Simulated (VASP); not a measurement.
# BaF2 (Frankdicksonite) (Fm-3m) in VASP: notebook

Aim: see how the results for BaF2 (Frankdicksonite) move with the level of theory and the settings. Levels: LDA, PBEsol. Tasks: relaxation of the atoms, relaxation of cell and atoms.

All numbers are computed with VASP 6.6.1; they aren't measurements. Logs are shortened: lines on timing, memory, paths and dates and some standing lists are left out, and cuts for length are marked.

## 1. Starting point

The structure is cubic, space group Fm-3m (No. 225). Conventional cell: a = 6.200 Å, b = 6.200 Å, c = 6.200 Å, α = 90.00°, β = 90.00°, γ = 90.00°. Ba (site symmetry m-3m) is surrounded by 8 F at 2.68 Å. F (site symmetry -43m) is surrounded by 4 Ba at 2.68 Å.

## 2. Relaxation of the atoms, LDA (a relaxed cell with its volume scaled by 1.06)

INCAR

```
ALGO = Fast
EDIFF = 1E-7
EDIFFG = -0.01
ENCUT = 600
IBRION = 2
ISIF = 2
ISMEAR = 0
LASPH = T
LCHARG = F
LREAL = F
LWAVE = F
NELM = 80
NSW = 40
PREC = Accurate
SIGMA = 0.03
```

KPOINTS

```
k-points
0
Gamma
  8 8 8
```

POSCAR

```
BaF2                                    
1.0
    0.0000000000      3.1034342793      3.1034342793
    3.1034342793      0.0000000000      3.1034342793
    3.1034342793      3.1034342793      0.0000000000
  Ba              F             
     1     2
Direct
     0.0000000000000000    1.0000000000000000    0.0000000000000000
     0.2500000000000000    0.2500000000000000    0.2500000000000000
     0.7500000000000000    0.7500000000000000    0.7500000000000000
```

Potentials or basis: VASP PAW LDA potentials, release 64 (Ba_sv, F).

Run with:

```
cat potpaw_LDA.64/Ba_sv/POTCAR potpaw_LDA.64/F/POTCAR > POTCAR
mpirun -np 1 vasp_std > vasp.out
```

OUTCAR:

```text
EDIFF = 1E-7
   EDIFFG = -0.01
   ENCUT = 600
   IBRION = 2
   ISIF = 2
   ISMEAR = 0
   LASPH = T
   LREAL = F
   NELM = 80
   NSW = 40
   PREC = Accurate

 ion  position               nearest neighbor table
   1  0.000  0.000  0.000-   3 2.69   3 2.69   3 2.69   2 2.69   3 2.69   2 2.69   2 2.69   2 2.69

   2  0.250  0.250  0.250-   1 2.69   1 2.69   1 2.69   1 2.69
   3  0.750  0.750  0.750-   1 2.69   1 2.69   1 2.69   1 2.69

  LATTYP: Found a face centered cubic cell.
 ALAT       =     6.2068685586

  Lattice vectors:

 A1 = (   0.0000000000,   3.1034342793,   3.1034342793)
 A2 = (   3.1034342793,   0.0000000000,   3.1034342793)
 A3 = (   3.1034342793,   3.1034342793,   0.0000000000)

Analysis of symmetry for initial positions (statically):
=====================================================================
 Subroutine PRICEL returns:
 Original cell was already a primitive cell.

 Routine SETGRP: Setting up the symmetry group for a
 face centered cubic supercell.

 Subroutine GETGRP returns: Found 48 space group operations
 (whereof 48 operations were pure point group operations)
 out of a pool of 48 trial point group operations.

The static configuration has the point symmetry O_h .

Analysis of symmetry for dynamics (positions and initial velocities):
=====================================================================
 Subroutine PRICEL returns:
 Original cell was already a primitive cell.

 Routine SETGRP: Setting up the symmetry group for a
 face centered cubic supercell.

 Subroutine GETGRP returns: Found 48 space group operations
 (whereof 48 operations were pure point group operations)
 out of a pool of 48 trial point group operations.

The dynamic configuration has the point symmetry O_h .

 Subroutine INISYM returns: Found 48 space group operations
 (whereof 48 operations are pure point group operations),
 and found     1 'primitive' translations

----------------------------------------------------------------------------------------

                                     Primitive cell

  volume of cell :      59.7802

  direct lattice vectors                    reciprocal lattice vectors
     0.000000000  3.103434279  3.103434279    -0.161111838  0.161111838  0.161111838
     3.103434279  0.000000000  3.103434279     0.161111838 -0.161111838  0.161111838
     3.103434279  3.103434279  0.000000000     0.161111838  0.161111838 -0.161111838

  length of vectors
     4.388918848  4.388918848  4.388918848     0.279053889  0.279053889  0.279053889

  position of ions in fractional coordinates (direct lattice)
     0.000000000  0.000000000  0.000000000
     0.250000000  0.250000000  0.250000000
     0.750000000  0.750000000  0.750000000

  ion indices of the primitive-cell ions
   primitive index   ion index
                 1           1
                 2           2
                 3           3

----------------------------------------------------------------------------------------

 KPOINTS: k-points

Automatic generation of k-mesh.
 Grid dimensions read from file:
 generate k-points for:    8    8    8

 Generating k-lattice:

  Cartesian coordinates                     Fractional coordinates (reciprocal lattice)
    -0.020138980  0.020138980  0.020138980     0.125000000  0.000000000  0.000000000
     0.020138980 -0.020138980  0.020138980     0.000000000  0.125000000  0.000000000
     0.020138980  0.020138980 -0.020138980     0.000000000  0.000000000  0.125000000

  Length of vectors
     0.034881736  0.034881736  0.034881736

  Shift w.r.t. Gamma in fractional coordinates (k-lattice)
     0.000000000  0.000000000  0.000000000

 Subroutine IBZKPT returns following result:
 ===========================================

 Found     29 irreducible k-points:

 Following reciprocal coordinates:
            Coordinates               Weight
  0.000000  0.000000  0.000000      1.000000
  0.125000  0.000000  0.000000      8.000000
  0.250000  0.000000  0.000000      8.000000
  0.375000  0.000000  0.000000      8.000000
  0.500000  0.000000  0.000000      4.000000
  0.125000  0.125000  0.000000      6.000000
[... 16 lines left out ...]
  0.500000  0.250000  0.125000     48.000000
 -0.375000  0.250000  0.125000     24.000000
 [... further k-points ...]
   k-points           NKPTS =     29   k-points in BZ     NKDIM =     29   number of bands    NBANDS=     16
   number of dos      NEDOS =    301   number of ions     NIONS =      3
   total plane-waves  NPLWV =  46656
   dimension x,y,z NGX =    36 NGY =   36 NGZ =   36
   dimension x,y,z NGXF=    72 NGYF=   72 NGZF=   72
   ions per type =               1   2
   NGX,Y,Z   is equivalent  to a cutoff of  13.64, 13.64, 13.64 a.u.
   NGXF,Y,Z  is equivalent  to a cutoff of  27.27, 27.27, 27.27 a.u.
 SYSTEM =  unknown system
   PREC   = accura    normal or accurate (medium, high low for compatibility)
   ISTART =      0    job   : 0-new  1-cont  2-samecut
   ICHARG =      2    charge: 1-file 2-atom 10-const
   ISPIN  =      1    spin polarized calculation?
   LNONCOLLINEAR =      F non collinear calculations
   LSORBIT =      F    spin-orbit coupling
   LASPH  =      T    aspherical Exc in radial PAW
   ENCUT  =  600.0 eV  44.10 Ry    6.64 a.u.   8.77  8.77  8.77*2*pi/ulx,y,z
   NELM   =     80;   NELMIN=  2; NELMDL= -5     # of ELM steps
   EDIFF  = 0.1E-06   stopping-criterion for ELM
   LREAL  =      F    real-space projection
   EDIFFG = -.1E-01   stopping-criterion for IOM
   NSW    =     40    number of steps for IOM
   IBRION =      2    ionic relax: 0-MD 1-quasi-New 2-CG
   NFREE  =      1    steps in history (QN), initial steepest desc. (CG)
   ISIF   =      2    stress and relaxation
   ISYM   =      2    0-nonsym 1-usesym 2-fastsym
   POTIM  = 0.5000    time-step for ionic-motion
   TEBEG  =    0.0;   TEEND  =   0.0 temperature during run
   PSTRESS=    0.0 pullay stress
   NELECT =      24.0000    total number of electrons
   NUPDOWN=      -1.0000    fix difference up-down
   EMIN   =  10.00;   EMAX   =-10.00  energy-range for DOS
   EFERMI =   0.00;   METHOD = LEGACY
   ISMEAR =     0;   SIGMA  =   0.03  broadening in eV -4-tet -1-fermi 0-gaus
   EFERMI_NEDOS =   21; number of points for ismear=-14 and -15
   IALGO  =     68    algorithm
   IMIX   =      4    mixing-type and parameters
     AMIX     =   0.40;   BMIX     =  1.00
     AMIX_MAG =   1.60;   BMIX_MAG =  1.00
  volume/ion in A,a.u.               =      19.93       134.47
  Fermi-wavevector in a.u.,A,eV,Ry     =   1.207701  2.282224 19.844659  1.458541
  Thomas-Fermi vector in A             =   2.343331
   LORBIT       =      0    0 simple, 1 ext, 2 COOP (PROOUT), +10 PAW based schemes
   GGA     = CA    functional components
   LHFCALC =     F    Hartree Fock is set to
   AEXX    =    0.0000 exact exchange contribution
   IVDW    =     0    specifies the selected vdW correction
   LEPSILON=     F    determine dielectric tensor
   LRPA    =     F    only Hartree local field effects (RPA)
 conjugate gradient relaxation of ions
 non-spin polarized calculation
 RMM-DIIS sequential band-by-band and
 Gauss-broadening in eV      SIGMA  =   0.03
  energy-cutoff  :      600.00
  volume of cell :       59.78
 maximum number of plane-waves:      2012
   NGX = 17   NGY = 17   NGZ = 17

 number of electron      24.0000004 magnetization

 Free energy of the ion-electron system (eV)
  ---------------------------------------------------
  ext. energy  EPLUGINS =         0.00000000
  ---------------------------------------------------
  free energy    TOTEN  =       -18.59529511 eV

  energy without entropy =      -18.59529511  energy(sigma->0) =      -18.59529511

 E-fermi :  -2.3329     XC(G=0):  -9.3189

 val. band max:       -2.4787742187   @ k =  -0.2500   0.2500   0.0000
 cond. band min:       3.8966000256   @ k =   0.0000   0.0000   0.0000
 fundamental gap:      6.3753742443
 Fermi energy:        -2.3328800989

 k-point     1 :       0.0000    0.0000    0.0000
  band No.  band energies     occupation
      1     -25.4038      2.00000
      2     -20.9717      2.00000
      3     -20.9460      2.00000
      4     -10.2761      2.00000
      5     -10.2761      2.00000
      6     -10.2761      2.00000
[... 8 lines left out ...]
     15       6.5817      0.00000
     16       8.8130      0.00000

 k-point     2 :       0.1250    0.0000    0.0000
  band No.  band energies     occupation
      1     -25.3749      2.00000
      2     -20.9907      2.00000
      3     -20.9804      2.00000
      4     -10.3061      2.00000
      5     -10.3019      2.00000
      6     -10.3019      2.00000
[... 8 lines left out ...]
     15       6.5686      0.00000
     16       8.6258      0.00000

 k-point     3 :       0.2500    0.0000    0.0000
  band No.  band energies     occupation
      1     -25.3028      2.00000
      2     -21.0857      2.00000
      3     -21.0169      2.00000
      4     -10.3706      2.00000
      5     -10.3625      2.00000
      6     -10.3625      2.00000
[... 8 lines left out ...]
     15       6.5529      0.00000
     16       8.1775      0.00000

 k-point     4 :       0.3750    0.0000    0.0000
  band No.  band energies     occupation
      1     -25.2270      2.00000
      2     -21.1894      2.00000
      3     -21.0489      2.00000
      4     -10.4253      2.00000
      5     -10.4206      2.00000
      6     -10.4206      2.00000
[... 8 lines left out ...]
     15       6.5558      0.00000
     16       7.5115      0.00000
[... 324 lines left out ...]
 k-point    22 :       0.3750    0.2500    0.1250
  band No.  band energies     occupation
      1     -25.2473      2.00000
      2     -21.1368      2.00000
      3     -21.0649      2.00000
      4     -10.4842      2.00000
      5     -10.4736      2.00000
      6     -10.2713      2.00000
[... 8 lines left out ...]
     15       6.9836      0.00000
     16       7.6658      0.00000

 k-point    23 :       0.5000    0.2500    0.1250
  band No.  band energies     occupation
      1     -25.1848      2.00000
      2     -21.1974      2.00000
      3     -21.1149      2.00000
      4     -10.5532      2.00000
      5     -10.4754      2.00000
      6     -10.3373      2.00000
[... 8 lines left out ...]
     15       6.9600      0.00000
     16       7.5195      0.00000

 k-point    24 :      -0.3750    0.2500    0.1250
  band No.  band energies     occupation
      1     -25.1582      2.00000
      2     -21.2228      2.00000
      3     -21.1363      2.00000
      4     -10.5807      2.00000
      5     -10.4200      2.00000
      6     -10.4200      2.00000
[... 8 lines left out ...]
     15       6.8977      0.00000
     16       7.6298      0.00000

 [... further k-points ...]

------------------------ aborting loop because EDIFF is reached ----------------------------------------

  FORCE on cell =-STRESS in cart. coord.  units (eV):
  Direction    XX          YY          ZZ          XY          YZ          ZX
  --------------------------------------------------------------------------------------
  -------------------------------------------------------------------------------------
  Total       -1.3572971     -1.3572971     -1.3572971      0.0000000      0.0000000     -0.0000000
  in kB      -36.3770802    -36.3770802    -36.3770802      0.0000000      0.0000000     -0.0000000
  external PRESSURE =     -36.3770802 kB  Pullay stress =       0.0000000 kB

 VOLUME and BASIS-vectors are now :
 -----------------------------------------------------------------------------
  energy-cutoff  :      600.00
  volume of cell :       59.78
      direct lattice vectors                 reciprocal lattice vectors
     0.000000000  3.103434279  3.103434279    -0.161111838  0.161111838  0.161111838
     3.103434279  0.000000000  3.103434279     0.161111838 -0.161111838  0.161111838
     3.103434279  3.103434279  0.000000000     0.161111838  0.161111838 -0.161111838

 POSITION                                       TOTAL-FORCE (eV/Angst)
 -----------------------------------------------------------------------------------
      0.00000      0.00000      0.00000        -0.000000      0.000000     -0.000000
      1.55172      1.55172      1.55172         0.000000      0.000000     -0.000000
      4.65515      4.65515      4.65515        -0.000000     -0.000000      0.000000
 -----------------------------------------------------------------------------------
    total drift:                                0.000000      0.000000      0.000000

  FREE ENERGIE OF THE ION-ELECTRON SYSTEM (eV)
  ---------------------------------------------------
  free  energy   TOTEN  =       -18.5952951149 eV

  energy  without entropy=      -18.5952951149  energy(sigma->0) =      -18.59529511

 reached required accuracy - stopping structural energy minimisation
```

It took 50 s on 1 thread of Intel Xeon Platinum 8488C (Sapphire Rapids), shared host; peak memory 0.19 GiB.

Results:

- Free energy: -18.5953 eV
- Pressure after relaxing: -3.6 GPa
- Band gap on the k mesh: 6.38 eV, indirect (least direct gap 6.46 eV)

Final structure:
```yaml
crystal:
  lattice:
    - [0.00000, 3.10343, 3.10343]
    - [3.10343, 0.00000, 3.10343]
    - [3.10343, 3.10343, 0.00000]
  atoms:
    - { symbol: Ba, position: [0.00000, 0.00000, 0.00000] }
    - { symbol: F, position: [0.25000, 0.25000, 0.25000] }
    - { symbol: F, position: [0.75000, 0.75000, 0.75000] }
```

Caveat: the relaxation stopped at its first step, so nothing moved; spin-orbit coupling is left out, which moves the levels of the heavy elements. A k mesh can miss the band edges.

[end of part 1 of 2]
